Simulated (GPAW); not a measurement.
# CaSe (Fm-3m) in GPAW: single point with PBE

Aim: the single point of CaSe with PBE.

All numbers are computed with GPAW 26.7.0; they aren't measurements. Logs are shortened: lines on timing, memory, paths and dates and some standing lists are left out, and cuts for length are marked. The log counts tension as positive stress, the text compression.

**What was measured.**

From a printed reference work, monograph, original work of 1988, for a bulk crystal of CaSe at 2 K: band gap 3.85 eV (indirect).

The results are compared with them further down.

## Step 1: Starting point

It takes space group Fm-3m (No. 225, cubic). The conventional cell has a = 5.912 Å, b = 5.912 Å, c = 5.912 Å, α = 90.00°, β = 90.00°, γ = 90.00°. Se (site symmetry m-3m) has 6 Ca at 2.96 Å as nearest neighbours. Ca (site symmetry m-3m) has 6 Se at 2.96 Å as nearest neighbours.

## Step 2: Single point, PBE

File run.py:

```python
import spglib
from ase import Atoms
from ase.dft.bandgap import bandgap
from ase.io import read, write
from ase.units import GPa
from gpaw import GPAW, PW

atoms = read('CaSe.cif')
cell, positions, numbers = spglib.find_primitive(
    (atoms.cell[:], atoms.get_scaled_positions(), atoms.numbers), symprec=1e-4)
atoms = Atoms(numbers, cell=cell, scaled_positions=positions, pbc=True)

calc = GPAW(mode=PW(450),
            xc='PBE',
            kpts={'size': (6, 6, 6), 'gamma': True},
            occupations={'name': 'fermi-dirac', 'width': 0.05},
            nbands=16,
            convergence={'density': 1e-05, 'energy': 1e-05},
            maxiter=80,
            txt='gpaw.txt')
atoms.calc = calc
energy = atoms.get_potential_energy()
forces = atoms.get_forces()
stress = atoms.get_stress()
calc.write('gs.gpw')
write('result.traj', atoms)
print(f'Energy: {energy:.6f} eV')
print('Forces (eV/A):')
print(forces.round(4))
print('Stress (GPa):', (stress / GPa).round(3))
print('Fermi level:', round(calc.get_fermi_level(), 4), 'eV')
print(f'Gap: {bandgap(calc)[0]:.4f} eV, direct: {bandgap(calc, direct=True)[0]:.4f} eV')
```

File CaSe.cif:

```cif
data_CaSe
_cell_length_a 5.91200000
_cell_length_b 5.91200000
_cell_length_c 5.91200000
_cell_angle_alpha 90.00000000
_cell_angle_beta 90.00000000
_cell_angle_gamma 90.00000000
_space_group_name_H-M_alt 'Fm-3m'
_space_group_name_Hall '-F 4 2 3'
_space_group_IT_number 225
loop_
_space_group_symop_operation_xyz
'x,y,z'
'-x,-y,-z'
'-y,x,z'
'y,-x,-z'
'-x,-y,z'
'x,y,-z'
'y,-x,z'
'-y,x,-z'
'x,-y,-z'
'-x,y,z'
'-y,-x,-z'
'y,x,z'
'-x,y,-z'
'x,-y,z'
'y,x,-z'
'-y,-x,z'
'z,x,y'
'-z,-x,-y'
'z,-y,x'
'-z,y,-x'
'z,-x,-y'
'-z,x,y'
'z,y,-x'
'-z,-y,x'
'-z,x,-y'
'z,-x,y'
'-z,-y,-x'
'z,y,x'
'-z,-x,y'
'z,x,-y'
'-z,y,x'
'z,-y,-x'
'y,z,x'
'-y,-z,-x'
'x,z,-y'
'-x,-z,y'
'-y,z,-x'
'y,-z,x'
'-x,z,y'
'x,-z,-y'
'-y,-z,x'
'y,z,-x'
'-x,-z,-y'
'x,z,y'
'y,-z,-x'
'-y,z,x'
'x,-z,y'
'-x,z,-y'
'x,y+1/2,z+1/2'
'-x,-y+1/2,-z+1/2'
'-y,x+1/2,z+1/2'
[... 62 lines left out ...]
'-z+1/2,-x,-y+1/2'
'z+1/2,-y,x+1/2'
'-z+1/2,y,-x+1/2'
'z+1/2,-x,-y+1/2'
'-z+1/2,x,y+1/2'
'z+1/2,y,-x+1/2'
'-z+1/2,-y,x+1/2'
'-z+1/2,x,-y+1/2'
'z+1/2,-x,y+1/2'
'-z+1/2,-y,-x+1/2'
'z+1/2,y,x+1/2'
'-z+1/2,-x,y+1/2'
'z+1/2,x,-y+1/2'
'-z+1/2,y,x+1/2'
'z+1/2,-y,-x+1/2'
'y+1/2,z,x+1/2'
'-y+1/2,-z,-x+1/2'
'x+1/2,z,-y+1/2'
'-x+1/2,-z,y+1/2'
'-y+1/2,z,-x+1/2'
'y+1/2,-z,x+1/2'
'-x+1/2,z,y+1/2'
'x+1/2,-z,-y+1/2'
'-y+1/2,-z,x+1/2'
'y+1/2,z,-x+1/2'
'-x+1/2,-z,-y+1/2'
'x+1/2,z,y+1/2'
'y+1/2,-z,-x+1/2'
'-y+1/2,z,x+1/2'
'x+1/2,-z,y+1/2'
'-x+1/2,z,-y+1/2'
'x+1/2,y+1/2,z'
'-x+1/2,-y+1/2,-z'
'-y+1/2,x+1/2,z'
'y+1/2,-x+1/2,-z'
'-x+1/2,-y+1/2,z'
'x+1/2,y+1/2,-z'
'y+1/2,-x+1/2,z'
'-y+1/2,x+1/2,-z'
'x+1/2,-y+1/2,-z'
'-x+1/2,y+1/2,z'
'-y+1/2,-x+1/2,-z'
'y+1/2,x+1/2,z'
'-x+1/2,y+1/2,-z'
'x+1/2,-y+1/2,z'
'y+1/2,x+1/2,-z'
'-y+1/2,-x+1/2,z'
'z+1/2,x+1/2,y'
'-z+1/2,-x+1/2,-y'
'z+1/2,-y+1/2,x'
'-z+1/2,y+1/2,-x'
'z+1/2,-x+1/2,-y'
'-z+1/2,x+1/2,y'
'z+1/2,y+1/2,-x'
'-z+1/2,-y+1/2,x'
'-z+1/2,x+1/2,-y'
'z+1/2,-x+1/2,y'
'-z+1/2,-y+1/2,-x'
'z+1/2,y+1/2,x'
'-z+1/2,-x+1/2,y'
'z+1/2,x+1/2,-y'
'-z+1/2,y+1/2,x'
'z+1/2,-y+1/2,-x'
'y+1/2,z+1/2,x'
'-y+1/2,-z+1/2,-x'
'x+1/2,z+1/2,-y'
'-x+1/2,-z+1/2,y'
'-y+1/2,z+1/2,-x'
'y+1/2,-z+1/2,x'
'-x+1/2,z+1/2,y'
'x+1/2,-z+1/2,-y'
'-y+1/2,-z+1/2,x'
'y+1/2,z+1/2,-x'
'-x+1/2,-z+1/2,-y'
'x+1/2,z+1/2,y'
'y+1/2,-z+1/2,-x'
'-y+1/2,z+1/2,x'
'x+1/2,-z+1/2,y'
'-x+1/2,z+1/2,-y'
loop_
_atom_site_label
_atom_site_type_symbol
_atom_site_symmetry_multiplicity
_atom_site_Wyckoff_symbol
_atom_site_fract_x
_atom_site_fract_y
_atom_site_fract_z
_atom_site_occupancy
Se1 Se 4 b 0.5000000000 0.0000000000 0.0000000000 1
Ca1 Ca 4 a 0.0000000000 0.0000000000 0.0000000000 1
```

Potentials or basis: GPAW PAW data sets (gpaw-data 1.2.1), pw.

Run with:

```bash
> OMP_NUM_THREADS=1 python run.py
```

gpaw.txt:

```text
__  _  _
 | _ |_)|_||  |
 |__||  | ||/\| - 26.7.0

Input parameters:
  mode=PW(ecut=450.00000000000006),
  convergence={'density': 1e-05, 'energy': 1e-05},
  kpts=MonkhorstPack(size=(6, 6, 6), gamma=True),
  maxiter=80,
  nbands=16,
  occupations=Occupations(name='fermi-dirac', width=0.05),
  xc=XC(name='PBE')

Diagonalizing LCAO Hamiltonian
Converting LCAO to pw mode

                Se

       Ca

Atoms  # Å, Bohr magnetons
|   | symbol |        x |        y |        z |    initial magnetic moments |
|---|--------|----------|----------|----------|-----------------------------|
| 0 |     Se | 2.956000 | 2.956000 | 2.956000 | ( 0.0000,  0.0000,  0.0000) |
| 1 |     Ca | 0.000000 | 0.000000 | 0.000000 | ( 0.0000,  0.0000,  0.0000) |

Unit cell  # Å
| periodic |        x |        y |        z |  lengths |    angles |
|----------|----------|----------|----------|----------|-----------|
|      yes | 0.000000 | 2.956000 | 2.956000 | 4.180415 | 60.000000 |
|      yes | 2.956000 | 0.000000 | 2.956000 | 4.180415 | 60.000000 |
|      yes | 2.956000 | 2.956000 | 0.000000 | 4.180415 | 60.000000 |

Number of symmetries: 48
Symmetry operations  # r_c * U_cc + t_c -> r_c
|    | kind |            matrix            |
|----|------|------------------------------|
|  0 |  σ   |  1, 0, 0,  1, 0,-1,  1,-1, 0 |
|  1 |  C2  |  1, 0, 0,  1,-1, 0,  1, 0,-1 |
|  2 |  E   |  1, 0, 0,  0, 1, 0,  0, 0, 1 |
|  3 |  σ   |  1, 0, 0,  0, 0, 1,  0, 1, 0 |
|  4 |  C4  |  1, 0,-1,  1, 0, 0,  1,-1, 0 |
|  5 |  S6  |  1, 0,-1,  1,-1, 0,  1, 0, 0 |
|  6 |  σ   |  1, 0,-1,  0, 1,-1,  0, 0,-1 |
|  7 |  C3  |  1, 0,-1,  0, 0,-1,  0, 1,-1 |
|  8 |  S6  |  1,-1, 0,  1, 0, 0,  1, 0,-1 |
|  9 |  C4  |  1,-1, 0,  1, 0,-1,  1, 0, 0 |
| 10 |  C3  |  1,-1, 0,  0,-1, 1,  0,-1, 0 |
| 11 |  σ   |  1,-1, 0,  0,-1, 0,  0,-1, 1 |
| 12 |  σ   |  0, 1, 0,  1, 0, 0,  0, 0, 1 |
| 13 |  C4  |  0, 1, 0,  0, 1,-1, -1, 1, 0 |
| 14 |  C3  |  0, 1, 0,  0, 0, 1,  1, 0, 0 |
| 15 |  S6  |  0, 1, 0, -1, 1, 0,  0, 1,-1 |
| 16 |  C2  |  0, 1,-1,  1, 0,-1,  0, 0,-1 |
| 17 |  σ   |  0, 1,-1,  0, 1, 0, -1, 1, 0 |
| 18 |  S4  |  0, 1,-1,  0, 0,-1,  1, 0,-1 |
| 19 |  C4  |  0, 1,-1, -1, 1, 0,  0, 1, 0 |
| 20 |  C3  |  0, 0, 1,  1, 0, 0,  0, 1, 0 |
| 21 |  σ   |  0, 0, 1,  0, 1, 0,  1, 0, 0 |
| 22 |  S6  |  0, 0, 1,  0,-1, 1, -1, 0, 1 |
| 23 |  C4  |  0, 0, 1, -1, 0, 1,  0,-1, 1 |
| 24 |  S4  |  0, 0,-1,  1, 0,-1,  0, 1,-1 |
| 25 |  C3  |  0, 0,-1,  0, 1,-1,  1, 0,-1 |
| 26 |  C2  |  0, 0,-1,  0,-1, 0, -1, 0, 0 |
| 27 |  S6  |  0, 0,-1, -1, 0, 0,  0,-1, 0 |
| 28 |  S4  |  0,-1, 1,  1,-1, 0,  0,-1, 0 |
| 29 |  C4  |  0,-1, 1,  0, 0, 1, -1, 0, 1 |
| 30 |  C2  |  0,-1, 1,  0,-1, 0,  1,-1, 0 |
| 31 |  σ   |  0,-1, 1, -1, 0, 1,  0, 0, 1 |
| 32 |  C3  |  0,-1, 0,  1,-1, 0,  0,-1, 1 |
| 33 |  S6  |  0,-1, 0,  0, 0,-1, -1, 0, 0 |
| 34 |  S4  |  0,-1, 0,  0,-1, 1,  1,-1, 0 |
| 35 |  C2  |  0,-1, 0, -1, 0, 0,  0, 0,-1 |
| 36 |  C2  | -1, 1, 0,  0, 1, 0,  0, 1,-1 |
| 37 |  S6  | -1, 1, 0,  0, 1,-1,  0, 1, 0 |
| 38 |  S4  | -1, 1, 0, -1, 0, 1, -1, 0, 0 |
| 39 |  C3  | -1, 1, 0, -1, 0, 0, -1, 0, 1 |
| 40 |  S6  | -1, 0, 1,  0, 0, 1,  0,-1, 1 |
| 41 |  C2  | -1, 0, 1,  0,-1, 1,  0, 0, 1 |
| 42 |  C3  | -1, 0, 1, -1, 1, 0, -1, 0, 0 |
| 43 |  S4  | -1, 0, 1, -1, 0, 0, -1, 1, 0 |
| 44 |  C2  | -1, 0, 0,  0, 0,-1,  0,-1, 0 |
| 45 |  i   | -1, 0, 0,  0,-1, 0,  0, 0,-1 |
| 46 |  σ   | -1, 0, 0, -1, 1, 0, -1, 0, 1 |
| 47 |  C2  | -1, 0, 0, -1, 0, 1, -1, 1, 0 |

BZ-sampling:
  Number of BZ points: 216
  Number of IBZ points: 16

  Monkhorst-Pack size: [6, 6, 6]
  Monkhorst-Pack shift: [0.08333333333333333, 0.08333333333333333, 0.08333333333333333]

K-points  # in reciprocal-cell coordinates
|     |                                coordinates |     weight |
|-----|--------------------------------------------|------------|
|   0 | (  0.00000000,   0.00000000,   0.00000000) | 0.00462963 |
|   1 | (  0.16666667,   0.16666667,   0.00000000) | 0.02777778 |
|   2 | (  0.16666667,   0.16666667,   0.16666667) | 0.03703704 |
|   3 | (  0.33333333,   0.16666667,   0.16666667) | 0.05555556 |
|   4 | (  0.33333333,   0.33333333,  -0.33333333) | 0.05555556 |
|   5 | (  0.33333333,   0.33333333,   0.00000000) | 0.02777778 |
|   6 | (  0.33333333,   0.33333333,   0.16666667) | 0.11111111 |
|   7 | (  0.33333333,   0.33333333,   0.33333333) | 0.03703704 |
|   8 | (  0.50000000,   0.33333333,  -0.33333333) | 0.11111111 |
|   9 | (  0.50000000,   0.33333333,  -0.16666667) | 0.05555556 |
| ... |                                            |            |
|  15 | (  0.50000000,   0.50000000,   0.50000000) | 0.01851852 |

Plane wave coefficients: 1139
Cutoff: 450.00000000000006 eV

Spin-components: 1 (collinear spins)
Bands:           16
Projectors:      10
Spin-degeneracy: 2
Datatype:        complex128

Density:
  Valence electrons: 16.0
  Components: 1
  Grid points: [21 21 21]
  Charge: 0.0  # |e|

Potential:
  Grid points: [21 21 21]

species:
  Se:
    name:    Selenium
    Z:       34.0
    valence: 6
    core:    28
    charge:  0.0  # [|e|]
    compensation charges:
      type: gauss
      rc: 0.27  # [Å]
      lmax: 2
    cutoffs:
      filter: 1.77  # [Å]
      core: 2.67  # [Å]
    projectors
    | kind |    occ | energy [eV] | rcut [Å] |
    |------|--------|-------------|----------|
    |   4s |  2.000 |     -17.277 |    0.847 |
    |   4p |  4.000 |      -6.512 |    1.005 |
    |    s |        |       9.935 |    0.847 |
    |    p |        |      20.699 |    1.005 |
    |    d |        |       0.000 |    0.847 |

    Using partial waves for Se as LCAO basis

  Ca:
    name:    Calcium
    Z:       20.0
    valence: 10
    core:    10
    charge:  0.0  # [|e|]
    compensation charges:
      type: gauss
      rc: 0.37  # [Å]
      lmax: 2
    cutoffs:
      filter: 2.10  # [Å]
      core: 1.17  # [Å]
    projectors
    | kind |    occ | energy [eV] | rcut [Å] |
    |------|--------|-------------|----------|
    |   3s |  2.000 |     -47.086 |    1.175 |
    |   4s |  2.000 |      -3.766 |    1.175 |
    |   3p |  6.000 |     -28.008 |    1.154 |
    |    p |        |      -0.797 |    1.154 |
    |    d |        |       0.000 |    0.937 |

    Using partial waves for Ca as LCAO basis

Reference energy: -84614.401363  # eV

eigensolver:
  PPCG
  Converge bands: occupied
  niter=2

density mixing:
  MSR1-Mixer
  Pratt-step length: 0.05
  Maximum mixing coefficient: 0.75
  Old densities: 10
  SVD Regularization: 0.005
  Good broyden scale: 1.0
  Trust region scale: 1.0
  Backstep threshold: 4.0
  History deletion threshold: 6.0
  Fourier metric: weight=20.0, sigma=0.015

occupation numbers:
  Fermi-Dirac:
    width: 0.0500  # eV

poisson solver:
  ecut: 3600.0000000000005  # eV

xc functional:
  name: PBE with 2 nearest neighbor stencil

convergence criteria:
- Maximum integral of absolute [dens]ity change: 1e-05 electrons / valence electron
- Maximum [total energy] change in last 3 cyles: 1e-05 eV / valence electron
- Maximum integral of absolute [eigenst]ate change: 4e-08 eV^2 / valence electron
maximum number of iterations: 80

SCF iterations
|iter     | |      energy | eigst |  dens |
|---------|-|-------------|-------|-------|
|iter:   1| |   -9.539400 | +0.13 |       |
|iter:   2| |   -9.580822 | -1.51 | -1.20 |
|iter:   3| |   -9.553388 | -2.43 | -1.24 |
|iter:   4| |   -9.556145 | -3.42 | -1.57 |
|iter:   5| |   -9.553453 | -3.43 | -1.82 |
|iter:   6| |   -9.553429 | -5.14 | -2.66 |
|iter:   7| |   -9.553436c| -5.94 | -3.07 |
|iter:   8| |   -9.553436c| -7.13 | -3.97 |
|iter:   9| |   -9.553437c| -8.32c| -4.48 |
|iter:  10| |   -9.553437c| -8.81c| -5.37c|

Converged in 10 steps
Energy contributions relative to reference atoms: (reference = -84614.401363)

Energy contributions:
  Kinetic:          13.467541
  Coulomb:         -10.949941
  Zero:             -0.610076
  External:          0.000000
  Xc:              -11.460960
  Entropy:          -0.000000
  Spinorbit:         0.000000
  ----------------------------
  Free energy:      -9.553437
  Extrapolated:     -9.553437

dipole moment: (-19.514890, -19.514890, -19.514890)  # |e|*Ang

Fermi level: 5.587
Eigenvalues  # (at kpt = [0.000, 0.000, 0.000])
| band index |      eig [eV] | occ [0-2] |
|------------|---------------|-----------|
|          0 |       -35.245 |     2.000 |
|          1 |       -16.268 |     2.000 |
|          2 |       -16.268 |     2.000 |
|          3 |       -16.268 |     2.000 |
|          4 |        -7.286 |     2.000 |
|          5 |         4.500 |     2.000 |
|          6 |         4.500 |     2.000 |
|          7 |         4.500 |     2.000 |
|          8 |         7.865 |     0.000 |
|          9 |         8.215 |     0.000 |
|         10 |         8.215 |     0.000 |
|         11 |         8.215 |     0.000 |
|         12 |         8.772 |     0.000 |
|         13 |         8.772 |     0.000 |
|         14 |        14.215 |     0.000 |
|         15 |        16.795 |     0.000 |

Gap: 2.044 eV
Transition (v -> c):
  (s=0, k=0, n=7, [0.00, 0.00, 0.00]) -> (s=0, k=12, n=8, [0.50, 0.50, 0.00])
Direct/indirect transitions are different
Direct gap: 2.981 eV
Transition at: (s=0, k=12, n=7, [0.50, 0.50, 0.00])

Forces  # eV/Ang
|        x |       y |        z |
|----------|---------|----------|
|  0.00000 | 0.00000 |  0.00000 |  # Se   0
| -0.00000 | 0.00000 | -0.00000 |  # Ca   1

Stress tensor  # eV/Ang^3
|         x |         y |         z |
|-----------|-----------|-----------|
| -0.007427 |  0.000000 |  0.000000 |
|  0.000000 | -0.007427 |  0.000000 |
|  0.000000 |  0.000000 | -0.007427 |

# Writing to gs.gpw (mode='')
```

It took 8.4 s on 1 thread of Arm Neoverse V1, shared host; peak memory 0.14 GiB.

What came out:

```
Free energy            : -9.5534 eV
Pressure               : 1.2 GPa
Band gap on the k mesh : 2.04 eV, indirect (least direct gap 2.98 eV)
```

Levels at points of the mesh, in eV from the valence-band top:
```
           k point  band 5  band 6  band 7  band 8  band 9  band 10  band 11  band 12
(0.00, 0.00, 0.00)  -11.79    0.00    0.00    0.00    3.36     3.71     3.71     3.71
(0.50, 0.50, 0.00)  -11.20   -2.53   -0.94   -0.94    2.04     5.02     5.07     5.99
(0.50, 0.50, 0.50)  -11.09   -3.28   -1.18   -1.18    4.52     5.46     5.48     5.48
```

Caveat: the cutoff is short for stress and forces, so pressures can be off by a GPa or more.

## Step 3: Comparison with measurements

Step 2. Against the measured gap of CaSe, 3.85 eV (indirect; 2 K; a printed reference work, monograph, original work of 1988), the calculated 2.04 eV is off by -1.81 eV. Spin-orbit coupling on Se is left out. The value is that of PBE on a finite k mesh, which can miss the band edges, without temperature or zero-point motion. Semilocal functionals fall short of measured gaps as a rule.
